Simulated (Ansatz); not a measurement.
## A frame of liquid Al2O3 from 2363 K (220 atoms): geometry optimisation

How does a frame of liquid Al2O3 from 2363 K (220 atoms) relax, and what do bonds, charges and levels look like afterwards?

Method: Kohn-Sham DFT, PBE, PAW (set soft_2), plane waves, in Ansatz 0.2.0.

This is a report of a sequence of runs, with most program output left out.

### 1. The structure

The cell holds 220 atoms: 88 Al and 132 O. Its edges and angles: a = 13.644 Å, b = 13.644 Å, c = 13.644 Å, α = 90.0°, β = 90.0°, γ = 90.0°. 220 atoms (88 Al, 132 O) placed at random at 2.93 g/cm³, melted at 4500 K for 20 ps at fixed volume with the Morse and Coulomb pair potential with partial charges (Pedone, Malavasi, Menziani, Cormack and Segre, J. Phys. Chem. B 110, 11780 (2006)). Snapshot at the end of a hold of 20 ps at 2363 K and fixed volume.

Limits known from the start: The network of bonds at the start is that of the classical potential that made the cell. Sampling is at Γ alone, for a cell whose shortest periodic width is 14 Å.

### 2. Single point at the start

The forces at the start show how far the geometry lies from a minimum of this functional.

input.yaml reads:

```yaml
crystal:
  lattice:
    - [13.6438, 0.0, 0.0]
    - [0.0, 13.6438, 0.0]
    - [0.0, 0.0, 13.6438]
  atoms:
    - { symbol: Al, position: [0.09562, 0.29061, 0.07516] }
    - { symbol: Al, position: [0.66768, 0.27562, 0.21043] }
    - { symbol: Al, position: [0.75453, 0.08786, 0.34498] }
    - { symbol: Al, position: [0.22474, 0.31674, 0.33586] }
    - { symbol: Al, position: [0.61301, 0.92456, 0.50813] }
    - { symbol: Al, position: [0.72161, 0.0285, 0.90387] }
    - { symbol: Al, position: [0.7338, 0.36455, 0.04202] }
    - { symbol: Al, position: [0.12013, 0.25417, 0.48806] }
    - { symbol: Al, position: [0.76795, 0.27019, 0.85211] }
    - { symbol: Al, position: [0.39395, 0.49177, 0.91394] }
    - { symbol: Al, position: [0.01424, 0.76779, 0.80116] }
    - { symbol: Al, position: [0.53689, 0.3187, 0.35096] }
    - { symbol: Al, position: [0.91968, 0.22106, 0.37278] }
    - { symbol: Al, position: [0.62772, 0.17693, 0.98348] }
    - { symbol: Al, position: [0.47071, 0.75317, 0.17586] }
    - { symbol: Al, position: [0.55108, 0.74045, 0.41222] }
    - { symbol: Al, position: [0.44439, 0.53977, 0.49537] }
    - { symbol: Al, position: [0.12362, 0.9227, 0.13157] }
    - { symbol: Al, position: [0.9192, 0.13484, 0.58036] }
    - { symbol: Al, position: [0.00115, 0.39604, 0.33399] }
    - { symbol: Al, position: [0.40245, 0.17824, 0.97485] }
    - { symbol: Al, position: [0.69076, 0.64393, 0.80392] }
    - { symbol: Al, position: [0.44617, 0.08871, 0.52528] }
    - { symbol: Al, position: [0.82151, 0.53534, 0.93492] }
    - { symbol: Al, position: [0.90923, 0.94438, 0.81943] }
    - { symbol: Al, position: [0.09171, 0.99955, 0.61077] }
    - { symbol: Al, position: [0.57028, 0.61126, 0.98265] }
    - { symbol: Al, position: [0.79165, 0.07756, 0.14151] }
    - { symbol: Al, position: [0.05449, 0.59852, 0.70211] }
    - { symbol: Al, position: [0.74581, 0.63343, 0.40018] }
    - { symbol: Al, position: [0.95242, 0.11176, 0.78926] }
    - { symbol: Al, position: [0.16531, 0.78366, 0.33065] }
    [... 182 atom lines left out ...]
    - { symbol: O, position: [0.43813, 0.3274, 0.93737] }
    - { symbol: O, position: [0.676, 0.14382, 0.1472] }
    - { symbol: O, position: [0.02167, 0.98205, 0.12074] }
    - { symbol: O, position: [0.16749, 0.60723, 0.14317] }
    - { symbol: O, position: [0.08384, 0.6878, 0.30506] }
    - { symbol: O, position: [0.2434, 0.24626, 0.98164] }
kpoints:
  mp_grid: { grid: [1, 1, 1] }
hamiltonian:
  xc: pbe
scf:
  occupations: { method: gaussian, width: 0.025 }
output:
  forces: true
  stress: true
  populations: true
  dos:
    method: { smearing: { sigma: 0.15 } }
    de: 0.1
    projected: { site_lists: { Al: [Al], O: [O] } }
  eigenvalues: true
```

Run with:

```bash
ansatz run input.yaml --threads 4 --pin off --max-ram 8192MiB --backend cpu --events-out ev --progress --plain --runs-dir out
```

Wall time 30 s (4 threads of AMD EPYC 9R45, shared host); peak memory 4.5 GiB.

Read from the output:

| Quantity | Value |
| --- | --- |
| free energy | -122398.1598 eV |
| free energy per atom | -556.3553 eV/atom |
| SCF cycles | 11 |
| pressure | 8.234 GPa |
| r.m.s. force component | 2.417 eV/Å |
| longest force | 12.91 eV/Å |
| Fermi energy | 6.516 eV |
| gap (highest filled to lowest empty level) | 1.254 eV |
| spilling of the projection | 0.008888 |

The r.m.s. force component of 2.4 eV/Å and the pressure of 8.2 GPa set the starting point.

Neighbours are counted within 2.49 Å (O-Al).

Length of the force by element and coordination:

```
element  coordination  atoms  mean length of the force (eV/Å)  spread  least  most
     Al           all     88                             4.32    2.26   0.54  12.9
     Al             3      2                             3.00    1.31   1.69  4.31
     Al             4     38                             4.65    2.32   0.54  12.9
     Al             5     43                             4.05    2.25  0.785  10.7
     Al             6      5                             4.70    1.59   2.24  7.05
      O           all    132                             3.15    1.85  0.304  9.85
      O             2     22                             3.12    1.56  0.512  6.85
      O             3     81                             3.33    1.82  0.304  8.96
      O             4     29                             2.65    2.04  0.494  9.85
```

### 3. Relaxation

The atoms are relaxed in the fixed cell, aiming at the force tolerance of the input.

input.yaml, the sections that differ from step 2:

```yaml
output:
  forces: true
relax:
  f_tol: 0.05
  max_steps: 159
# crystal, kpoints, hamiltonian, scf: as in step 2
```

Wall time 5.2 min (4 threads); peak memory 4.4 GiB.

Relaxation path (22 of 24):

```
step  energy less that of the first step (eV)  largest force component (eV/Å)
   1                                   0.0000                         11.5675
   2                                 -37.1554                          5.9234
   3                                 -63.3279                          1.8778
   4                                 -71.5133                          1.0843
   5                                 -75.6074                          1.0837
   6                                 -79.1947                          0.8573
   8                                 -83.3175                          0.3919
   9                                 -84.6181                          0.4374
  10                                 -85.3673                          0.3928
  11                                 -85.9757                          0.1125
  12                                 -86.2783                          0.2168
  13                                 -86.5351                          0.4156
  14                                 -86.8770                          0.3549
  15                                 -87.4019                          0.3426
  16                                 -87.7930                          0.4330
  17                                 -88.1724                          0.1139
  19                                 -88.3767                          0.4907
  20                                 -88.5585                          0.2313
  21                                 -88.7063                          0.4678
  22                                 -88.9954                          0.3297
  23                                 -89.1024                          0.0754
  24                                 -89.1089                          0.0324
```

The atoms that moved most (Å):

```
atom      dx      dy      dz  length
O190  -1.051  -0.093  -0.840   1.349
O199   0.895  -0.430  -0.688   1.208
O182  -0.243  -0.946   0.684   1.193
Al79   0.089  -1.159   0.055   1.164
 O90   0.222  -0.967  -0.523   1.121
 O89  -1.047   0.268   0.151   1.092
O180  -0.693  -0.574   0.546   1.052
O206   0.326   0.560  -0.817   1.043
```

The relaxation changed the energy by -405 meV/atom, and atoms moved by 0.57 Å r.m.s., 1.3 Å at most.

### 4. Distances and neighbours after relaxation

Bonds before and after, by the cutoffs listed below:

```
pair  bonds before  bonds after  mean before (Å)  mean after (Å)  spread before (Å)  spread after (Å)
O-Al           402          408            1.894           1.868              0.229             0.114
```

Density 2.93 g/cm³, 11.54 Å³ an atom.

Pair distribution functions g(r), in bins of 0.1 Å:

```
r (Å)  total   O-O  O-Al  Al-Al
 1.55   0.00  0.00  0.00   0.00
 1.65   0.18  0.00  0.37   0.00
 1.75   3.06  0.00  6.37   0.00
 1.85   4.45  0.00  9.28   0.00
 1.95   1.27  0.00  2.66   0.00
 2.05   0.62  0.00  1.30   0.00
 2.15   0.13  0.00  0.26   0.00
 2.25   0.08  0.00  0.17   0.00
 2.35   0.14  0.17  0.16   0.00
 2.45   0.46  1.23  0.03   0.00
 2.55   0.72  1.74  0.05   0.39
 2.65   0.97  2.14  0.12   0.88
 2.75   1.30  2.63  0.21   1.59
 2.85   1.58  3.25  0.28   1.74
 2.95   1.25  2.16  0.30   2.04
 3.05   1.37  2.22  0.48   2.07
 3.15   1.04  1.24  0.56   1.99
 3.25   1.06  0.77  0.74   2.66
 3.35   1.09  0.77  0.98   2.14
 3.45   1.00  0.59  0.99   1.97
 3.55   1.01  0.94  1.02   1.16
 3.65   0.80  0.54  1.03   0.71
 3.75   0.77  0.46  1.10   0.44
 3.85   0.73  0.44  1.06   0.42
 3.95   0.99  0.66  1.35   0.70
 4.05   1.02  0.52  1.61   0.35
 4.15   1.01  0.46  1.60   0.52
 4.25   1.07  0.58  1.66   0.41
 4.35   1.06  0.63  1.49   0.71
 4.45   1.00  0.74  1.31   0.63
 4.55   1.06  0.92  1.29   0.73
 4.65   1.03  1.01  1.13   0.77
 4.75   1.11  1.33  1.00   0.93
 4.85   0.97  1.25  0.75   1.00
 4.95   0.95  1.28  0.69   0.98
 5.05   1.06  1.53  0.68   1.16
 5.15   0.98  1.37  0.66   1.02
 5.25   1.10  1.36  0.80   1.40
 5.35   0.99  1.36  0.58   1.42
 5.45   1.02  1.28  0.85   0.97
 5.55   0.97  1.09  0.74   1.39
 5.65   0.95  1.16  0.73   1.14
 5.75   0.99  0.94  0.89   1.41
 5.85   0.95  0.89  0.89   1.27
```

Bonds by pair of elements; cutoffs follow the first minimum of g(r), held within bounds set by covalent radii, and pairs that aren't listed don't count as bonded:

```
pair A-B  cutoff (Å)  bonds  mean length (Å)  spread (Å)  shortest (Å)  B about A  A about B
    O-Al        2.48    408             1.87       0.114          1.67       3.09       4.64
```

How many atoms have how many bonded neighbours:

```
element  mean  2    3   4   5  6
     Al  4.64  0    0  40  40  8
      O  3.09  9  103  19   1  0
```

Bond angles, per cent of each kind in bins of 5°:

```
angle (°)  O-Al-O  Al-O-Al
    70–75     1.5      0.0
    75–80     6.6      0.7
    80–85     9.2      2.0
    85–90     9.1      6.1
    90–95     8.3     11.3
   95–100    10.1     10.0
  100–105    12.4      6.1
  105–110     9.7      7.0
  110–115     6.0      6.6
  115–120     5.8      9.0
  120–125     3.0      9.5
  125–130     3.2      9.7
  130–135     2.1      6.1
  135–140     1.6      4.3
  140–145     1.3      2.7
  145–150     1.7      3.2
  150–155     1.6      2.9
  155–160     2.0      1.4
  160–165     1.6      0.2
  165–170     2.6      0.5
  170–175     0.4      0.0
  175–180     0.3      0.7
```

Bond angles (no mean is given where the spread exceeds 20°):

```
  angle  count  mean (°)  spread (°)
 O-Al-O    760         -           -
Al-O-Al    442       115          20
```

Oxygen atoms by the number of network formers (Si, P, Ge, B, Al, As, Ga) bound to them:

```
network formers bound to O  O atoms  per cent
                         0        0         0
                         1        0         0
                         2        9       6.8
                         3      103        78
                         4       19      14.4
                         5        1       0.8
```

Network units: each former by its oxygen neighbours and how many of them bridge to another former:

```
former  O neighbours  bridging O  atoms
    Al             4           4     40
    Al             5           5     40
    Al             6           6      8
```

Bond length by coordination (bonds to H left out):

```
element  coordination  atoms  mean bond length (Å)
     Al             4     40                  1.80
     Al             5     40                  1.90
     Al             6      8                  1.97
      O             2      9                  1.72
      O             3    103                  1.85
      O             4     19                  1.97
      O             5      1                  2.06
```

Rings of the network by King's shortest-path rule, up to 12 atoms, one path for each pair of neighbours; H, halogens, alkali and alkaline-earth atoms are left out, and the last column divides by all other atoms, bonded or not:

```
ring size (atoms)  rings  per network atom
                4     80             0.364
                6    174             0.791
                8    202             0.918
               10     37             0.168
               12      2             0.009
```

First main peaks of g(r), for some of the pairs, lie near 2.8 Å (O-O) and 1.8 Å (O-Al). With the cutoffs above, 45 % of Al atoms have 4 and as many 5 and 78 % of O atoms have 3 bonded neighbours. 7 % of the oxygens bridge two formers (Al) and 0 % are non-bridging; 78 % join three; 14 % join four; 1 % join five. Bonds at O atoms with 2 neighbours average 1.72 Å, against 1.97 Å at those with 4. Rings of 8 atoms are the most common (41 % of those counted); sizes run from 4 to 12, where the search stops.

(Part 1 of 2 ends here.)

[Logs are printed without paths, hosts, clocks, repeated set-up lines and the standing remarks that a program may print on its own settings, such as how far it seeks lower states.]

[Hosts, paths, dates, database ids (printed as entryN), source tags and the programs' standing remarks are cut or masked in the printed files.]
